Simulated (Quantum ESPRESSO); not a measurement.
Crystal: TiTe.

```
Ti Te
1.0
     3.63109    0.00000    0.00000
     0.00000    3.63109    0.00000
     0.00000    0.00000    3.63109
Ti Te
1 1
Cartesian
  0.0000 0.0000 0.0000
  1.8155 1.8155 1.8155
```

The cell comes from a database or a generator and needn't be the stable form of this composition.

A run of Quantum ESPRESSO 7.5 on this cell left the log below. Logs are shortened: lines on timing, memory, paths and dates and some standing lists are left out, and cuts for length are marked.

```text
This program is part of the open-source Quantum ESPRESSO suite
     for quantum simulation of materials; please cite
         "P. Giannozzi et al., J. Phys.:Condens. Matter 21 395502 (2009);
         "P. Giannozzi et al., J. Phys.:Condens. Matter 29 465901 (2017);
         "P. Giannozzi et al., J. Chem. Phys. 152 154105 (2020);
     in publications or presentations arising from this work. More details at

     Message from routine setup:
     using ibrav=0 with symmetry is DISCOURAGED, use correct ibrav instead

     K-points division:     npool     =       2
     Subspace diagonalization in iterative solution of the eigenvalue problem:
     a serial algorithm will be used

     G-vector sticks info
     --------------------
     sticks:   dense  smooth     PW     G-vecs:    dense   smooth      PW
     Sum        1353     673    197                37385    13205    2109

     Using Slab Decomposition

     bravais-lattice index     =            0
     lattice parameter (alat)  =       6.8618  a.u.
     unit-cell volume          =     323.0790 (a.u.)^3
     number of atoms/cell      =            2
     number of atomic types    =            2
     number of electrons       =        18.00 (up:   9.00, down:   9.00)
     number of Kohn-Sham states=           18
     kinetic-energy cutoff     =      45.0000  Ry
     charge density cutoff     =     360.0000  Ry
     scf convergence threshold =      8.0E-08
     mixing beta               =       0.7000
     number of iterations used =           20  plain     mixing
     Exchange-correlation= SLA  PZ   NOGX NOGC
                           (   1   1   0   0   0   0   0)
     Hubbard projectors: ortho-atomic
     Hubbard parameters of DFT+U (Dudarev formulation) in eV:
     U(Ti-3d) =  7.0000

     Internal variables: lda_plus_u =T, lda_plus_u_kind = 0

     Internal variables: orbital_resolved =F, hub_pot_fix =F, apply_U = F

     celldm(1)=   6.861772  celldm(2)=   0.000000  celldm(3)=   0.000000
     celldm(4)=   0.000000  celldm(5)=   0.000000  celldm(6)=   0.000000

     crystal axes: (cart. coord. in units of alat)
               a(1) = (   1.000000   0.000000   0.000000 )
               a(2) = (   0.000000   1.000000   0.000000 )
               a(3) = (   0.000000   0.000000   1.000000 )

     reciprocal axes: (cart. coord. in units 2 pi/alat)
[... 320 lines left out ...]
       0.073  0.073  0.073  0.481  0.481
     eigenvectors (columns):
      -0.000 -0.000 -0.000 -0.285 -0.958
      -0.232 -0.953  0.196 -0.000  0.000
      -0.604  0.299  0.739 -0.000 -0.000
       0.000  0.000  0.000 -0.958  0.285
       0.762 -0.053  0.645  0.000 -0.000
     occupation matrix ns (before diag.):
       0.481 -0.000  0.000 -0.000  0.000
      -0.000  0.073 -0.000  0.000  0.000
[... 6 lines left out ...]
     eigenvectors (columns):
      -0.000 -0.000 -0.000 -0.285 -0.958
      -0.232 -0.953  0.196 -0.000  0.000
      -0.604  0.299  0.739 -0.000 -0.000
       0.000  0.000  0.000 -0.958  0.285
       0.762 -0.053  0.645  0.000 -0.000
     occupation matrix ns (before diag.):
       0.481 -0.000  0.000 -0.000  0.000
      -0.000  0.073 -0.000  0.000  0.000
       0.000 -0.000  0.073  0.000  0.000
      -0.000  0.000  0.000  0.481 -0.000
       0.000  0.000  0.000 -0.000  0.073

     Number of occupied Hubbard levels =    2.3578

 ------ SPIN UP ------------

          k = 0.0000 0.0000 0.0000 (  1647 PWs)   bands (ev):

   -48.2761 -24.7663 -24.7663 -24.7663  -3.0326   8.2552   8.2552   8.8880
     8.8880   8.8880  11.4021  12.7024  12.7024  12.7024  16.0088  16.0088
    22.2795  22.2796
[... 51 lines left out ...]
   -48.2701 -24.7919 -24.7915 -24.7915  -0.3903   5.8890   5.8890   5.9713
    10.0256  10.0256  10.8619  11.9870  11.9870  14.0437  14.2179  14.2179
    16.3344  24.8140

 ------ SPIN DOWN ----------

          k = 0.0000 0.0000 0.0000 (  1647 PWs)   bands (ev):

   -48.2761 -24.7663 -24.7663 -24.7663  -3.0326   8.2552   8.2552   8.8880
     8.8880   8.8880  11.4021  12.7024  12.7024  12.7024  16.0088  16.0088
    22.2795  22.2796
[... 51 lines left out ...]
   -48.2701 -24.7919 -24.7915 -24.7915  -0.3903   5.8890   5.8890   5.9713
    10.0256  10.0256  10.8619  11.9870  11.9870  14.0437  14.2179  14.2179
    16.3344  24.8140

     the spin up/dw Fermi energies are     9.9262    9.9262 ev

!    total energy              =    -145.39479479 Ry
     estimated scf accuracy    <          5.8E-11 Ry
     smearing contrib. (-TS)   =      -0.00019946 Ry
     internal energy E=F+TS    =    -145.39459533 Ry

     The total energy is F=E-TS. E is the sum of the following terms:
     one-electron contribution =     -55.32414252 Ry
     hartree contribution      =      33.02424933 Ry
     xc contribution           =     -32.19726130 Ry
     ewald contribution        =     -91.25811363 Ry
     Hubbard energy            =       0.36067281 Ry

     total magnetization       =     0.00 Bohr mag/cell
     absolute magnetization    =     0.00 Bohr mag/cell

     convergence has been achieved in  13 iterations

     negative rho (up, down):  2.147E-04 2.147E-04

     Forces acting on atoms (cartesian axes, Ry/au):

     atom    1 type  1   force =     0.00000000    0.00000000    0.00000000
     atom    2 type  2   force =     0.00000000    0.00000000    0.00000000

     Total force =     0.000000     Total SCF correction =     0.000000

     Computing stress (Cartesian axis) and pressure

     negative rho (up, down):  2.147E-04 2.147E-04
          total   stress  (Ry/bohr**3)                   (kbar)     P=      -79.44
  -0.00054001   0.00000000   0.00000000          -79.44        0.00        0.00
   0.00000000  -0.00054001   0.00000000            0.00      -79.44        0.00
   0.00000000   0.00000000  -0.00054001            0.00        0.00      -79.44

=------------------------------------------------------------------------------=
   JOB DONE.
=------------------------------------------------------------------------------=
```

**Question.** What input gives this log?

**Answer.** Single point with LDA+U, collinear spin, zero start. The files as run (others can give the same):

pw.in
```
&CONTROL
  calculation = 'scf'
  prefix = 'pwscf'
  outdir = './tmp'
  pseudo_dir = './pseudo'
  tprnfor = .true.
  tstress = .true.
  disk_io = 'nowf'
/
&SYSTEM
  ibrav = 0
  nat = 2
  ntyp = 2
  ecutwfc = 45
  ecutrho = 360
  nbnd = 18
  occupations = 'smearing'
  smearing = 'gaussian'
  degauss = 0.00367493
  nspin = 2
  starting_magnetization(1) = 0
  starting_magnetization(2) = 0
  tot_magnetization = 0
/
&ELECTRONS
  conv_thr = 8d-08
  electron_maxstep = 100
  mixing_beta = 0.7
  mixing_ndim = 20
/
ATOMIC_SPECIES
Ti    47.8670 ti_lda_v1.4.uspp.F.UPF
Te   127.6000 te_lda_v1.uspp.F.UPF
CELL_PARAMETERS angstrom
   3.6310931200    0.0000000000    0.0000000000
   0.0000000000    3.6310931200    0.0000000000
   0.0000000000    0.0000000000    3.6310931200
ATOMIC_POSITIONS crystal
Ti     0.0000000000    0.0000000000    0.0000000000
Te     0.5000000000    0.5000000000    0.5000000000
K_POINTS automatic
5 5 5 0 0 0
HUBBARD {ortho-atomic}
U Ti-3d 7.0
```

Potentials or basis: GBRV 1.5 LDA.
Launch:
```console
$ OMP_NUM_THREADS=1 mpirun -n 2 pw.x -nk 2 -in pw.in > pw.out
```

Caveat: the total moment is fixed, so each spin has its own Fermi level; the U is typed as a test and isn't derived for this compound.
